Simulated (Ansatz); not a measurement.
# Electron scattering at the Σ3 (111) boundary in fcc Cu with Si (substitutional), part 2 of 2

How much does the Σ3 (111) boundary in fcc Cu with Si (substitutional) reflect electrons?

Ansatz 0.2.0; Ansatz plane-wave DFT, PBE, PAW files; relaxation of a bicrystal slab with its lowest layers held; PAW set soft_1 (the session's first sound run).

So far. Step 2 (Relaxing the bicrystal): The largest force component on a free atom ends at 0.021 eV/Å, under the tolerance of 0.03, after 3 steps.

## Step 3: Transmission across the boundary

Bulk layers of each grain are laid under and over the relaxed boundary, and a lead is named in the middle of each, away from the free faces. The mesh across the current, 28×28, is finer than the density's, because channels open and close sharply across the zone. Energies from -0.1 to 0.1 eV in steps of 0.05 eV are too few for the program's thermal sum, so it prints no conductance; for a metal the transmission near the Fermi level serves, at a fraction of the cost.

This step: Ansatz plane-wave DFT, PBE, PAW files; ballistic transport by layer matching (Landauer), zero bias; boundary relaxed in a short slab, bulk layers laid on; PAW set soft_1 (Ansatz 0.2.0).

System of this step: Σ3 (111) boundary in fcc Cu with Si (substitutional). The cell holds 44 atoms: 43 Cu and 1 Si. Cell: a = 5.112 Å, b = 2.556 Å, c = 51.872 Å, α = 90.0°, β = 90.0°, γ = 120.0°. It derives from Cu. Regions: lower grain, 18 atoms (18 Cu); boundary, 12 atoms (11 Cu and 1 Si); upper grain, 14 atoms (14 Cu). Vacuum lies along c.

Contents of input.yaml:

```yaml
crystal:
  lattice:
    - [5.1123254594, 0.0, 0.0]
    - [-1.2780813649, 2.2137018601, 0.0]
    - [0.0, 0.0, 51.8715635736]
  atoms:
    - { symbol: Cu, position: [-2.0000000001, -8.0000000001, 0.0771135421] }
    - { symbol: Cu, position: [-1.5000000001, -8.0000000001, 0.0771135421] }
    - { symbol: Cu, position: [-1.8333333334, -7.3333333335, 0.1173494244] }
    - { symbol: Cu, position: [-1.3333333334, -7.3333333335, 0.1173494244] }
    - { symbol: Cu, position: [-1.6666666667, -6.6666666668, 0.1575853068] }
    - { symbol: Cu, position: [-1.1666666667, -6.6666666668, 0.1575853068] }
    - { symbol: Cu, position: [-1.5000000001, -6.0000000001, 0.1978211891] }
    - { symbol: Cu, position: [-1.0000000001, -6.0000000001, 0.1978211891] }
    - { symbol: Cu, position: [-1.3333333334, -5.3333333334, 0.2380570715] }
    - { symbol: Cu, position: [-0.8333333334, -5.3333333334, 0.2380570715] }
    - { symbol: Cu, position: [-1.1666666667, -4.6666666667, 0.2782929538] }
    - { symbol: Cu, position: [-0.6666666667, -4.6666666667, 0.2782929538] }
    - { symbol: Cu, position: [-1.0, -4.0, 0.3185288362] }
    - { symbol: Cu, position: [-0.5, -4.0, 0.3185288362] }
    - { symbol: Cu, position: [-0.8333333334, -3.3333333334, 0.3587647185] }
    - { symbol: Cu, position: [-0.3333333334, -3.3333333334, 0.3587647185] }
    - { symbol: Cu, position: [-0.6666666667, -2.6666666667, 0.3990006008] }
    - { symbol: Cu, position: [-0.1666666667, -2.6666666667, 0.3990006008] }
    - { symbol: Cu, position: [0.5, 1.0, 0.4392364832] }
    - { symbol: Cu, position: [1.0, 1.0, 0.4392364832] }
    - { symbol: Cu, position: [0.6685901955, 0.6685901955, 0.4797315577] }
    - { symbol: Cu, position: [0.1679331626, 0.6679331626, 0.4794786269] }
    - { symbol: Cu, position: [0.8370305687, 0.3370305687, 0.520414544] }
    - { symbol: Cu, position: [0.3343401945, 0.3343401945, 0.5197068033] }
    - { symbol: Si, position: [0.0070192599, 0.0070192599, 0.5604685609] }
    - { symbol: Cu, position: [0.503711148, 0.003711148, 0.5603966672] }
    - { symbol: Cu, position: [0.8365714891, 0.3365714891, 0.6004300806] }
    - { symbol: Cu, position: [0.3338018616, 0.3338018616, 0.6011048069] }
    - { symbol: Cu, position: [0.6686159452, 0.6686159452, 0.6411054123] }
    - { symbol: Cu, position: [0.1681135088, 0.6681135088, 0.6413651507] }
    - { symbol: Cu, position: [-0.4983019397, -1.9983019397, 0.6814711638] }
    - { symbol: Cu, position: [0.0016980603, -1.9983019397, 0.6814711638] }
    - { symbol: Cu, position: [-0.6649686064, -2.6649686064, 0.7217070462] }
    - { symbol: Cu, position: [-0.1649686064, -2.6649686064, 0.7217070462] }
    - { symbol: Cu, position: [-0.8316352731, -3.3316352731, 0.7619429285] }
    - { symbol: Cu, position: [-0.3316352731, -3.3316352731, 0.7619429285] }
    - { symbol: Cu, position: [-0.9983019397, -3.9983019397, 0.8021788109] }
    - { symbol: Cu, position: [-0.4983019397, -3.9983019397, 0.8021788109] }
    - { symbol: Cu, position: [-1.1649686064, -4.6649686064, 0.8424146932] }
    - { symbol: Cu, position: [-0.6649686064, -4.6649686064, 0.8424146932] }
    - { symbol: Cu, position: [-1.3316352731, -5.3316352731, 0.8826505756] }
    - { symbol: Cu, position: [-0.8316352731, -5.3316352731, 0.8826505756] }
    - { symbol: Cu, position: [-1.4983019398, -5.9983019398, 0.9228864579] }
    - { symbol: Cu, position: [-0.9983019398, -5.9983019398, 0.9228864579] }
kpoints:
  mp_grid: { grid: [11, 11, 1] }
hamiltonian:
  xc: pbe
  pseudopotentials: { kind: paw, azcp: { folder: soft_1 } }
scf:
  occupations: { method: fermi_dirac, width: 0.1 }
output:
  transmission:
    leads: [[10, 12], [34, 36]]
    kmesh: [28, 28]
    e_range: [-0.1, 0.1]
    de: 0.05
  write_potential: true
  write_density: true
  volumetric_format: npy
  elf: true
```

The run is started by

```console
> ansatz run input.yaml --threads 4 --pin off --max-ram 15360MiB --backend cpu --events-out ev --progress --plain --runs-dir out
```

Numbers of over 12 decimals in the logs are rounded to 6 here.

Log:

```text
[...]
Crystal: 44 atoms, lattice volume = 587.039 Å³
Basis set: ecut = 420 eV, 11607 PW (Γ)
Bands: 493, of which v1, the nominal top of the filled ones, is band 411 counted from 1 (410 counted from 0)
Symmetry: 2 space group operations
[...]
k-points: 36 of 121 (time reversal used)
[...]
SCF iter   1: F=—  HF=-285557.113624 eV  |F-HF|=—  |Δ(HF+E_count)|=         —  Δρ=2.53e-1  dr2=2.30e2  ethr=3.10e-3  ⟨swp⟩=5.0  Hψ=59343  notcnv=0  defer=655
[...]
SCF iter  16: F=-285517.118347 eV  HF=-285517.118347 eV  |F-HF|=1.12e-8  |Δ(HF+E_count)|=    0.00e0  Δρ=6.65e-7  dr2=1.28e-8  ethr=1.22e-11  ⟨swp⟩=10.3  Hψ=69573  notcnv=0
SCF 1 converged in 16 iterations: F = -285517.118347 eV  dr2 = 1.28e-8
[...]
transmission: 990 of 9900 steps passed
transmission: 1980 of 9900 steps passed
[...]
transmission: 9900 of 9900 steps passed
WARN: The output density's exchange-correlation potential varies sharply where the density is thin. Do not read a vacuum level from v_tot or v_xc, or from such a field of the output density. On a cell that repeats whose density bears no net charge and no dipole along the vacuum's axis use v_es (v_loc + v_h of the components); under efield.dipole_correction with no amplitude use v_es + v_field, which holds any externa [...]
SCF converged after 16 iterations
Free energy (F): -285517.118347 eV
[...]
Internal energy: -285516.692312 eV  (E = F + TS)
E sigma→0 (E₀):  -285516.905330 eV
Entropy (-TS):   -0.426034 eV (-9.683 meV/atom)
Fermi energy:    13.938771 eV
[...]
--- Band table (eV; the first three rows and the last of 36) ---
  k-point 0: bands = [... 407 lower, 12.6337, 12.6387, 13.0320, 13.0720, 13.2570, 13.3520, 13.3839, 13.4783, ... 78 higher]
  k-point 1: bands = [... 407 lower, 13.2206, 13.3776, 13.4023, 13.4645, 13.5410, 13.6220, 13.7361, 13.8854, ... 78 higher]
  k-point 2: bands = [... 407 lower, 13.6056, 13.6487, 13.6915, 13.7539, 13.8398, 13.9242, 13.9458, 14.1261, ... 78 higher]
  k-point 35: bands = [... 407 lower, 14.7148, 14.8130, 15.0167, 15.1159, 15.2159, 15.4896, 15.5510, 15.7583, ... 78 higher]
--- Transmission ---
  basis      : 103 plane waves across, 44 finite elements along
  points     : 225, standing for a mesh of 28 x 28
  energies   : 5 from -0.100000 to 0.100000 eV about the Fermi level, 0.050000 eV apart; the leads are filled to 0.000000 eV, and channels, transmission and decay are at 0.000000 eV
  crystal 0  : Cu2, at the sites [10, 12], period 2.0871 Å, over 20.87 Å; its Hamiltonian steps by up to 5.0 meV
    offset         : up to 0.0000 Å between an atom of the period and one for which it stands
    channels       : 1.590561e0 a spin
    conductance    : none, the energies end too early or step too widely for 300 K: set another output.transmission.e_range or a lower de, or, where they end at an eighth of basis.ecutwfc, a higher one
[...]
channels       : 1.595663e0 a spin
[...]
junction   : crystal 0 to crystal 1, 14.09 to 39.18 Å
    transmission   : 1.235394e0 a spin
[...]
```

Wall time 31 min (4 threads of Arm Neoverse V1, shared host); peak memory 13 GiB; 2 h of CPU time.

In the SCF lines HF is the Harris–Foulkes energy and dr2 the Hartree energy of the density residual, in eV; the loop may stop once dr2 is under the threshold and the program's other checks hold. Hψ counts applications of the Hamiltonian.

This step gave:

```
free energy                                    : -285517.1183 eV
energy at zero smearing                        : -285516.9053 eV
Fermi energy                                   : 13.94 eV
cell area                                      : 11.32 Å²
transmission per spin nearest the Fermi level  : 1.235
open channels per spin nearest the Fermi level : 1.591
open channels per spin, upper lead             : 1.596
step of the lead's potential                   : 5 meV
step of the upper lead's potential             : 4.4 meV
```

Per spin. Table of transmission, zone mean by energy, zero at the Fermi level:

```tsv
energy (eV)	transmission, zone mean
-0.1000	1.21
-0.0500	1.24
0.0000	1.24
0.0500	1.22
0.1000	1.21
```

Per spin. The open channels, zone mean by energy, zero at the Fermi level:

```tsv
energy (eV)	lead	upper lead
-0.1000	1.59	1.59
-0.0500	1.61	1.61
0.0000	1.59	1.60
0.0500	1.60	1.59
0.1000	1.61	1.61
```

Transmission over k1 and k2. At 0.0000 eV from the Fermi level.

Values, 12 rows by 16 columns, each cell a mean:
```
1.00 1.00 1.00 0.99 0.89 0.91 1.07 1.16 1.00 0.95 1.13 1.31 0.90 0.94 0.94 0.97
0.87 0.96 0.93 0.89 0.82 0.89 0.90 1.10 1.24 1.27 1.33 1.36 1.27 1.19 1.00 0.86
1.22 0.85 0.81 0.85 0.89 0.84 0.80 1.26 1.79 1.89 1.95 1.97 1.95 1.91 1.82 1.70
1.86 1.73 1.25 0.79 0.74 0.53 0.56 0.93 1.61 1.80 1.89 1.93 1.95 1.95 1.95 1.92
1.83 1.76 1.60 1.27 0.53 0.44 0.52 0.76 0.64 1.09 1.51 1.72 1.82 1.86 1.88 1.87
1.82 1.77 1.67 1.48 1.02 0.46 0.34 0.77 0.68 0.28 0.60 1.15 1.53 1.70 1.79 1.82
1.83 1.84 1.81 1.75 1.59 1.30 0.79 0.30 0.76 0.82 0.43 0.41 1.11 1.50 1.69 1.79
1.88 1.90 1.91 1.90 1.87 1.81 1.67 1.38 0.94 0.43 0.44 0.34 0.74 1.36 1.67 1.81
1.88 1.94 1.97 1.98 1.98 1.96 1.93 1.85 1.67 0.75 0.73 0.82 0.79 0.79 1.11 1.56
1.00 1.33 1.55 1.72 1.77 1.80 1.76 1.66 1.52 0.93 0.87 0.86 0.91 0.76 0.89 0.88
0.88 0.90 0.92 0.96 1.22 1.23 1.13 1.11 1.32 1.01 0.94 0.84 0.91 0.99 0.99 0.98
1.42 1.41 1.36 1.29 0.93 0.74 0.59 0.56 0.65 0.72 0.66 0.61 1.15 1.35 1.40 1.42
```
Columns: k1 (b1) from -0.5 to 0.464; rows upwards: k2 (b2) from -0.5 to 0.464.

Open channels over k1 and k2. At 0.0000 eV from the Fermi level.

Values, 12 rows by 16 columns, each cell a mean:
```
1.00 1.00 1.00 1.00 1.00 1.12 1.49 1.94 2.00 2.00 2.00 2.00 1.08 1.00 1.00 1.00
1.00 1.00 1.00 1.00 1.00 1.00 1.00 1.57 2.00 2.00 2.00 2.00 1.88 1.59 1.24 1.00
1.43 1.06 1.00 1.00 1.00 1.00 1.00 1.57 2.00 2.00 2.00 2.00 2.00 2.00 1.98 1.86
2.00 2.00 1.69 1.33 1.08 1.00 1.00 1.57 2.00 2.00 2.00 2.00 2.00 2.00 2.00 2.00
2.00 2.00 2.00 2.00 1.76 1.31 1.00 1.41 1.71 1.80 2.00 2.00 2.00 2.00 2.00 2.00
2.00 2.00 2.00 2.00 1.76 1.06 1.00 1.00 1.00 1.04 1.20 1.82 2.00 2.00 2.00 2.00
2.00 2.00 2.00 2.00 2.00 1.88 1.51 1.14 1.14 1.02 1.02 1.14 2.00 2.00 2.00 2.00
2.00 2.00 2.00 2.00 2.00 2.00 2.00 2.00 2.00 1.14 1.04 1.29 1.71 1.96 2.00 2.00
2.00 2.00 2.00 2.00 2.00 2.00 2.00 2.00 2.00 1.14 1.00 1.00 1.00 1.12 1.45 1.82
1.18 1.55 1.88 2.00 2.00 2.00 2.00 2.00 2.00 1.14 1.00 1.00 1.00 1.00 1.00 1.00
1.00 1.00 1.04 1.29 1.84 2.00 2.00 2.00 2.00 1.31 1.00 1.00 1.00 1.00 1.00 1.00
1.43 1.43 1.43 1.43 1.67 2.00 2.00 2.00 2.00 1.96 1.80 1.43 1.43 1.43 1.43 1.43
```
Columns: k1 (b1) from -0.5 to 0.464; rows upwards: k2 (b2) from -0.5 to 0.464.

Valence density in the ca plane at fractional y = 0.000, with atoms of Cu and Si within 0.2 Å of it. It is the smooth field of the valence electrons, not physical close to the nuclei.

Ten steps, logarithmic in the rise over the least value, from '0' (0 e/Å³) to '9' (60 e/Å³), each cell a mean:
```
00037852000000000000000000000000000001487410
00013420000000000000000000000000000000133100
10000000001110001100000000011100011100000000
10000000001210011100000000012100012100000000
00001210001100001100012100001000011000122000
00025641000000000000146520000000000000366300
00038962000000000000269830000000000001599510
00037851000000000000158730000000000001487410
00013420000000000000023310000000000000133100
10000000001100001100000000011100011100000000
10000000001210012100000000012100012100000000
00001210001100001100000000001000011000122000
00025641000000000000000000000000000000366300
00038962000000000000000000000000000001599510
```
Columns run along c (16.0 Å, from fractional 0.41 to 0.71 of the cell), rows up along a (5.1 Å). Atoms in or near the plane, at fractional coordinates: Cu at (0.44, 0.50), Cu at (0.44, 0.00), Si at (0.56, 0.01), Cu at (0.56, 0.50), Cu at (0.68, 0.50), Cu at (0.68, 0.00).

ELF in the ca plane at fractional y = 0.000, with atoms of Cu and Si within 0.2 Å of it. It is the smooth field of the valence electrons, not physical close to the nuclei.

Ten even steps from '0' (0.15) to '9' (0.75), each cell a mean:
```
11002500111111111136843478411111111110043001
00000000100001100014776675100001000010000001
00100001000000000001467652000001000001000010
00110011000000000000222221000000000001100110
00100000100000100001000001000001000000000000
01000100110001110111001000110011000110011001
22004910022111112221019400222111112210087001
11002500111111111121004200211111111110043001
01000000100001100001000000100001000010000001
00110001000000000000111111000001000001000010
00110011000000000001356542000000000001100110
00100000100000000003687774100001000000000000
01000100110001100026854577310011000110011001
22004910122111111247846468521111112210087001
```
Columns run along c (16.0 Å, from fractional 0.41 to 0.71 of the cell), rows up along a (5.1 Å). Atoms in or near the plane, at fractional coordinates: Cu at (0.44, 0.50), Cu at (0.44, 0.00), Si at (0.56, 0.01), Cu at (0.56, 0.50), Cu at (0.68, 0.50), Cu at (0.68, 0.00).

Electrostatic potential energy in the ca plane at fractional y = 0.000, with atoms of Cu and Si within 0.2 Å of it. With pseudopotentials it is smooth inside the atoms' cores, unlike the true potential.

Ten even steps from '0' (-49 eV) to '9' (16 eV), each cell a mean:
```
99950016999999999999645458999999999998300389
99985468998899998899865579988999988999744799
79999899986689986689988899976799866899988999
79999999986689986689999999976799866799999999
89997679998789997899976789987899987899866899
99962137999999999999731269999999999998411589
99840016999999999999600048999999999997200279
99950016999999999999610159999999999998300389
99985468998899998899864589998999988999744799
79999899986689986789998899976799876899988999
79999999986689986689998999975799866799999999
89997679997789987899876689987899987899866899
99962137999999999999744468999999999998411589
99840016999999999999648658999999999997200279
```
Columns run along c (16.0 Å, from fractional 0.41 to 0.71 of the cell; values clipped at the 3rd and 97th percentile), rows up along a (5.1 Å). Atoms in or near the plane, at fractional coordinates: Cu at (0.44, 0.50), Cu at (0.44, 0.00), Si at (0.56, 0.01), Cu at (0.56, 0.50), Cu at (0.68, 0.50), Cu at (0.68, 0.00).

Over the solved energies the transmission per spin lies between 1.21 and 1.24, out of 1.60 channels of the lead on average (up to 1.61).

## Step 4: Specific resistance

This step: Ansatz plane-wave DFT, PBE, PAW files; ballistic transport by layer matching (Landauer), zero bias; specific resistance of the boundary; PAW set soft_1 (Ansatz 0.2.0).

Numbers from this step:

```
area resistance                      : 0.2793 fΩ m²
T over the leads' mean channel count : 0.7661
```

Averaged over the energies near the Fermi level, 76.6 % of the channels pass, which makes 0.279 fΩ m².

By hand, with T and the leads' channels N averaged over the energies near the Fermi level: RA = A (h/2e²)(1/T − ½[1/N₁ + 1/N₂]) = 11.32×10⁻²⁰ m² × 12 906 Ω × (1/1.223 − ½[1/1.597 + 1/1.597]) = 0.279 fΩ m².

## Step 5: Results

```json
{
  "specific resistance of the boundary": "0.279 fΩ m²",
  "share of channels that pass": "0.766"
}
```

In words: The boundary has a specific resistance of 0.28 fΩ m². The boundary reflects 23 % of the channels; 0.28 fΩ m² is 2.8×10⁻¹² Ω·cm². That equals the resistance of 16 nm of bulk Cu at 300 K (measured 1.725 µΩ cm, CRC Handbook of Chemistry and Physics, 84th ed., 2003, Electrical Resistivity of Pure Metals). One Si in 11.3 Å² of boundary is a high coverage. One starting structure was relaxed; another shift or atom count at the boundary may lie lower.

[Logs are printed without paths, hosts, clocks, repeated set-up lines and the standing remarks that a program may print on its own settings, such as how far it seeks lower states.]

[Hosts, paths, dates, database ids (printed as entryN), source tags and the programs' standing remarks are cut or masked in the printed files.]
